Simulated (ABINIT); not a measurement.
# TiB2 (P6/mmm) in ABINIT: single point with PBEsol

Aim: the single point of TiB2 with PBEsol.

Everything below comes from runs of ABINIT 10.8.3 (patched build). Logs are shortened: lines on timing, memory, paths and dates and some standing lists are left out, and cuts for length are marked. The log counts tension as positive stress, the text compression.

**1. The structure**

It takes space group P6/mmm (No. 191, hexagonal). Conventional cell: a = 3.029 Å, b = 3.029 Å, c = 3.228 Å, α = 90.00°, β = 90.00°, γ = 120.00°. Around Ti (site symmetry 6/mmm) lie 12 B at 2.38 Å. B (site symmetry -6m2) is surrounded by 3 B at 1.75 Å.

**2. Single point, PBEsol**

File run.abi:

```
# Pseudopotentials
pp_dirpath "./"
pseudos "Ti.upf, B.upf"

# Structure
acell 5.7243583767 5.7243583766 6.1007918207
rprim
     1.0000000000     0.0000000000     0.0000000000
    -0.5000000000     0.8660254038     0.0000000000
     0.0000000000     0.0000000000     1.0000000000
ntypat 2
znucl 22 5
natom 3
typat 1 2 2
xred
     0.0000000000     0.0000000000     0.0000000000
     0.6666666667     0.3333333333     0.5000000000
     0.3333333333     0.6666666667     0.5000000000

# Plane-wave basis
ecut 1034.032677 eV

# k points
kptopt 1
ngkpt 8 8 6
nshiftk 1
shiftk 0.0 0.0 0.0

# Exchange and correlation
ixc -116133

# Bands and occupations
nband 13
occopt 3
tsmear 0.05 eV

# SCF cycle
nstep 100
tolvrs 1.0e-10

# Output
iomode 3
prtwf 0
prtden 0
prteig 0
prtebands 0
enunit 2
```

Potentials or basis: PseudoDojo NC SR PBEsol v0.4 stringent.

The run is started by

```sh
$ abinit run.abi > log 2>&1
```

run.abo:

```text
.Version 10.8.3 of ABINIT
 Symmetries : space group P6/m m m (#191); Bravais hP (primitive hexag.)
================================================================================
 Values of the parameters that define the memory need of the present run
     intxc =       0    ionmov =       0      iscf =       7    lmnmax =       6
     lnmax =       6     mgfft =      36  mpssoang =       3    mqgrid =    3001
     natom =       3  nloc_mem =       1    nspden =       1   nspinor =       1
    nsppol =       1      nsym =      24    n1xccc =    2501    ntypat =       2
    occopt =       3   xclevel =       2
       mpw =        1958          nfft =       36864          nkpt =          40
================================================================================
================================================================================

--------------------------------------------------------------------------------
------------- Echo of variables that govern the present computation ------------
--------------------------------------------------------------------------------
 -outvars: echo values of preprocessed input variables --------
            acell      5.7243583767E+00  5.7243583766E+00  6.1007918207E+00 Bohr
              amu      4.78800000E+01  1.08110000E+01
             ecut      3.80000000E+01 Hartree
           enunit           2
              ixc     -116133
         kptrlatt        8    0    0      0    8    0      0    0    6
          kptrlen      3.66047509E+01
            natom           3
            nband          13
            ngfft          32      32      36
             nkpt          40
            nstep         100
             nsym          24
           ntypat           2
           occopt           3
           prtden           0
        prtebands           0
           prteig           0
            prtwf           0
            rprim      1.0000000000E+00  0.0000000000E+00  0.0000000000E+00
                      -5.0000000000E-01  8.6602540380E-01  0.0000000000E+00
                       0.0000000000E+00  0.0000000000E+00  1.0000000000E+00
          spgroup         191
           tolvrs      1.00000000E-10
           tsmear      1.83746611E-03 Hartree
            typat      1  2  2
           xangst      0.0000000000E+00  0.0000000000E+00  0.0000000000E+00
                       1.5145999990E+00  8.7445471712E-01  1.6141999989E+00
                       1.7639201954E-11  1.7489094342E+00  1.6141999989E+00
            xcart      0.0000000000E+00  0.0000000000E+00  0.0000000000E+00
                       2.8621791884E+00  1.6524799249E+00  3.0503959103E+00
                       3.3333260772E-11  3.3049598497E+00  3.0503959103E+00
             xred      0.0000000000E+00  0.0000000000E+00  0.0000000000E+00
                       6.6666666667E-01  3.3333333333E-01  5.0000000000E-01
                       3.3333333333E-01  6.6666666667E-01  5.0000000000E-01
            znucl       22.00000    5.00000

================================================================================

 chkinp: Checking input parameters for consistency.

================================================================================
== DATASET  1 ==================================================================

--- !DatasetInfo
iteration_state: {dtset: 1, }
dimensions: {natom: 3, nkpt: 40, mband: 13, nsppol: 1, nspinor: 1, nspden: 1, mpw: 1958, }
cutoff_energies: {ecut:  38.0, pawecutdg:  -1.0, }
electrons: {nelect:   1.80000000E+01, charge:   0.00000000E+00, occopt:   3.00000000E+00, tsmear:   1.83746611E-03, }
meta: {optdriver: 0, ionmov: 0, optcell: 0, iscf: 7, paral_kgb: 0, }
...

 Real(R)+Recip(G) space primitive vectors, cartesian coordinates (Bohr,Bohr^-1):
 R(1)=  5.7243584  0.0000000  0.0000000  G(1)=  0.1746921  0.1008585  0.0000000
 R(2)= -2.8621792  4.9574398  0.0000000  G(2)=  0.0000000  0.2017170  0.0000000
 R(3)=  0.0000000  0.0000000  6.1007918  G(3)=  0.0000000  0.0000000  0.1639131
 Unit cell volume ucvol=  1.7312926E+02 bohr^3
 Angles (23,13,12)=  9.00000000E+01  9.00000000E+01  1.20000000E+02 degrees

 getcut: wavevector=  0.0000  0.0000  0.0000  ngfft=  32  32  36
         ecut(hartree)=     38.000   => boxcut(ratio)=   2.01450

--- Pseudopotential description ------------------------------------------------
- pspini: atom type   1  psp file is ./Ti.upf
12 -116133 2 -1 1586                          pspcod,pspxc,lmax,lloc,mmax
     nproj     2     2     2

- pspini: atom type   2  psp file is ./B.upf
12 -116133 1 -1 1534                          pspcod,pspxc,lmax,lloc,mmax
     nproj     2     2     0

   3.81101256E+02                                ecore*ucvol(ha*bohr**3)
--------------------------------------------------------------------------------

================================================================================

--- !BeginCycle
iteration_state: {dtset: 1, }
solver: {iscf: 7, nstep: 100, nline: 4, wfoptalg: 0, }
tolerances: {tolvrs: 1.00E-10, }
...

     iter   Etot(hartree)      deltaE(h)  residm     vres2
 ETOT  1  -65.032479082239    -6.503E+01 1.353E-01 1.055E+03
 ETOT  2  -64.424256686187     6.082E-01 2.681E-01 3.614E+03
 ETOT  3  -65.292237903722    -8.680E-01 3.361E-02 2.276E+01
 ETOT  4  -65.297246363267    -5.008E-03 1.505E-02 4.978E+00
 ETOT  5  -65.298221252010    -9.749E-04 5.547E-03 9.431E-01
 ETOT  6  -65.298426952626    -2.057E-04 4.685E-03 1.751E-02
 ETOT  7  -65.298431935117    -4.982E-06 4.097E-03 1.837E-04
 ETOT  8  -65.298431993426    -5.831E-08 3.140E-03 3.530E-05
 ETOT  9  -65.298432000395    -6.969E-09 2.790E-03 3.033E-06
 ETOT 10  -65.298432001140    -7.446E-10 1.528E-03 5.421E-09
 ETOT 11  -65.298432001143    -2.899E-12 2.317E-03 1.963E-10
 ETOT 12  -65.298432001143    -4.974E-13 1.113E-03 2.328E-10
 ETOT 13  -65.298432001144    -5.258E-13 1.656E-03 2.254E-12

 At SCF step   13       vres2   =  2.25E-12 < tolvrs=  1.00E-10 =>converged.

 Cartesian components of stress tensor (hartree/bohr^3)
  sigma(1 1)=  1.31402425E-04  sigma(3 2)=  0.00000000E+00
  sigma(2 2)=  1.31402425E-04  sigma(3 1)=  0.00000000E+00
  sigma(3 3)=  2.41034334E-04  sigma(2 1)= -1.29561251E-13

--- !ResultsGS
iteration_state: {dtset: 1, }
comment   : Summary of ground state results
lattice_vectors:
- [  5.7243584,   0.0000000,   0.0000000, ]
- [ -2.8621792,   4.9574398,   0.0000000, ]
- [  0.0000000,   0.0000000,   6.1007918, ]
lattice_lengths: [   5.72436,    5.72436,    6.10079, ]
lattice_angles: [ 90.000,  90.000, 120.000, ] # degrees, (23, 13, 12)
lattice_volume:   1.7312926E+02
convergence: {deltae: -5.258E-13, res2:  2.254E-12, residm:  1.656E-03, diffor: null, }
etotal    :  -6.52984320E+01
entropy   :   0.00000000E+00
fermie    :   4.35633891E-01
cartesian_stress_tensor: # hartree/bohr^3
- [  1.31402425E-04,  -1.29561251E-13,   0.00000000E+00, ]
- [ -1.29561251E-13,   1.31402425E-04,   0.00000000E+00, ]
- [  0.00000000E+00,   0.00000000E+00,   2.41034334E-04, ]
pressure_GPa:  -4.9412E+00
xred      :
- [  0.0000E+00,   0.0000E+00,   0.0000E+00, Ti]
- [  6.6667E-01,   3.3333E-01,   5.0000E-01,  B]
- [  3.3333E-01,   6.6667E-01,   5.0000E-01,  B]
cartesian_forces: # hartree/bohr
- [ -7.83972935E-30,  -1.35788096E-29,  -0.00000000E+00, ]
- [  3.91986468E-29,  -1.35788096E-29,  -0.00000000E+00, ]
- [ -3.13589174E-29,   2.71576191E-29,  -0.00000000E+00, ]
force_length_stats: {min:   1.56794587E-29, max:   4.14839484E-29, mean:   3.28824518E-29, }
...

 Integrated electronic density in atomic spheres:
 ------------------------------------------------
 Atom  Sphere_radius  Integrated_density
    1        2.00000          9.58728905
    2        2.00000          2.82617032
    3        2.00000          2.82617032
================================================================================

 ----iterations are completed or convergence reached----

 Mean square residual over all n,k,spin=   53.919E-07; max=  16.564E-04
 reduced coordinates (array xred) for    3 atoms
       0.000000000000      0.000000000000      0.000000000000
       0.666666666667      0.333333333333      0.500000000000
       0.333333333333      0.666666666667      0.500000000000
 rms dE/dt=  1.4191E-28; max dE/dt=  1.3463E-28; dE/dt below (all hartree)
    1       0.000000000000      0.000000000000      0.000000000000
    2      -0.000000000000      0.000000000000      0.000000000000
    3       0.000000000000     -0.000000000000      0.000000000000

 cartesian coordinates (angstrom) at end:
    1      0.00000000000000     0.00000000000000     0.00000000000000
    2      1.51459999897696     0.87445471711930     1.61419999889384
    3      0.00000000001764     1.74890943423860     1.61419999889384

 cartesian forces (hartree/bohr) at end:
    1     -0.00000000000000    -0.00000000000000    -0.00000000000000
    2      0.00000000000000    -0.00000000000000    -0.00000000000000
    3     -0.00000000000000     0.00000000000000    -0.00000000000000
 frms,max,avg= 2.0242094E-29 3.9198647E-29   0.000E+00  0.000E+00  0.000E+00 h/b

 cartesian forces (eV/Angstrom) at end:
    1     -0.00000000000000    -0.00000000000000    -0.00000000000000
    2      0.00000000000000    -0.00000000000000    -0.00000000000000
    3     -0.00000000000000     0.00000000000000    -0.00000000000000
 frms,max,avg= 1.0408903E-27 2.0156755E-27   0.000E+00  0.000E+00  0.000E+00 e/A
 length scales=  5.724358376700  5.724358376600  6.100791820700 bohr
              =  3.029199997936  3.029199997883  3.228399997788 angstroms
 Fermi (or HOMO) energy (hartree) =   0.43563   Average Vxc (hartree)=  -0.47641
 Eigenvalues (hartree) for nkpt=  40  k points:
 kpt#   1, nband= 13, wtk=  0.00260, kpt=  0.0000  0.0000  0.0000 (reduced coord)
  -1.65076   -0.78609   -0.77441   -0.77441   -0.06341    0.33696    0.33696    0.34728
   0.35333    0.50260    0.50260    0.56819    0.56819
      occupation numbers for kpt#   1
   2.00000    2.00000    2.00000    2.00000    2.00000    2.00000    2.00000    2.00000
   2.00000    0.00000    0.00000    0.00000    0.00000
 prteigrs : prtvol=0 or 1, do not print more k-points.

 Fermi (or HOMO) energy (eV) =  11.85420   Average Vxc (eV)= -12.96370
 Eigenvalues (   eV  ) for nkpt=  40  k points:
 kpt#   1, nband= 13, wtk=  0.00260, kpt=  0.0000  0.0000  0.0000 (reduced coord)
 -44.91934  -21.39055  -21.07279  -21.07279   -1.72558    9.16906    9.16906    9.44996
   9.61453   13.67648   13.67648   15.46121   15.46121
 prteigrs : prtvol=0 or 1, do not print more k-points.

--- !EnergyTerms
iteration_state     : {dtset: 1, }
comment             : Components of total free energy in Hartree
kinetic             :  2.75892316885195E+01
hartree             :  1.20855888728196E+01
xc                  : -1.11972829642975E+01
Ewald energy        : -5.13087759299296E+01
psp_core            :  2.20125275496451E+00
local_psp           : -4.52537845605223E+01
non_local_psp       :  5.85382404311162E-01
internal            : -6.52983877341347E+01
'-kT*entropy'       : -4.42670088465578E-05
total_energy        : -6.52984320011436E+01
total_energy_eV     : -1.77686085444004E+03
band_energy         : -5.64684586432556E+00
...

 Cartesian components of stress tensor (hartree/bohr^3)
  sigma(1 1)=  1.31402425E-04  sigma(3 2)=  0.00000000E+00
  sigma(2 2)=  1.31402425E-04  sigma(3 1)=  0.00000000E+00
  sigma(3 3)=  2.41034334E-04  sigma(2 1)= -1.29561251E-13

-Cartesian components of stress tensor (GPa)         [Pressure= -4.9412E+00 GPa]
- sigma(1 1)=  3.86599281E+00  sigma(3 2)=  0.00000000E+00
- sigma(2 2)=  3.86599281E+00  sigma(3 1)=  0.00000000E+00
- sigma(3 3)=  7.09147494E+00  sigma(2 1)= -3.81182360E-09

== END DATASET(S) ==============================================================
================================================================================

 -outvars: echo values of variables after computation  --------
            acell      5.7243583767E+00  5.7243583766E+00  6.1007918207E+00 Bohr
           etotal     -6.5298432001E+01
            fcart     -7.8397293518E-30 -1.3578809555E-29 -0.0000000000E+00
                       3.9198646759E-29 -1.3578809555E-29 -0.0000000000E+00
                      -3.1358917407E-29  2.7157619110E-29 -0.0000000000E+00
            rprim      1.0000000000E+00  0.0000000000E+00  0.0000000000E+00
                      -5.0000000000E-01  8.6602540380E-01  0.0000000000E+00
                       0.0000000000E+00  0.0000000000E+00  1.0000000000E+00
           strten      1.3140242472E-04  1.3140242470E-04  2.4103433412E-04
                       0.0000000000E+00  0.0000000000E+00 -1.2956125078E-13
           xangst      0.0000000000E+00  0.0000000000E+00  0.0000000000E+00
                       1.5145999990E+00  8.7445471712E-01  1.6141999989E+00
                       1.7639201954E-11  1.7489094342E+00  1.6141999989E+00
             xred      0.0000000000E+00  0.0000000000E+00  0.0000000000E+00
                       6.6666666667E-01  3.3333333333E-01  5.0000000000E-01
                       3.3333333333E-01  6.6666666667E-01  5.0000000000E-01
 Calculation completed.
```

It took 33 s on 1 thread of Arm Neoverse V1, shared host; peak memory 0.07 GiB.

What came out:

* Free energy: -1776.8609 eV
* Pressure: -4.9 GPa
* Band gap on the k mesh: none (metal or under the smearing width)
* Valence electrons inside the program's atomic spheres: Ti 9.59; B 2.83

Stress tensor (GPa, compression positive):
```
-3.87  0.00  0.00
 0.00 -3.87  0.00
 0.00  0.00 -7.09
```

Levels at points of the mesh, in eV from the Fermi level:
```tsv
k point	band 5	band 6	band 7	band 8	band 9	band 10	band 11	band 12	band 13
(0.00, 0.00, 0.00)	-13.58	-2.69	-2.69	-2.40	-2.24	1.82	1.82	3.61	3.61
(0.50, 0.00, 0.00)	-9.46	-9.28	-3.34	-3.32	-2.38	1.26	2.69	3.17	3.29
(0.00, 0.00, 0.50)	-11.63	-7.72	-0.61	-0.61	-0.27	-0.27	0.35	0.35	1.56
(0.50, 0.00, 0.50)	-9.81	-7.62	-4.73	-3.93	-3.23	2.41	2.87	4.44	4.55
```
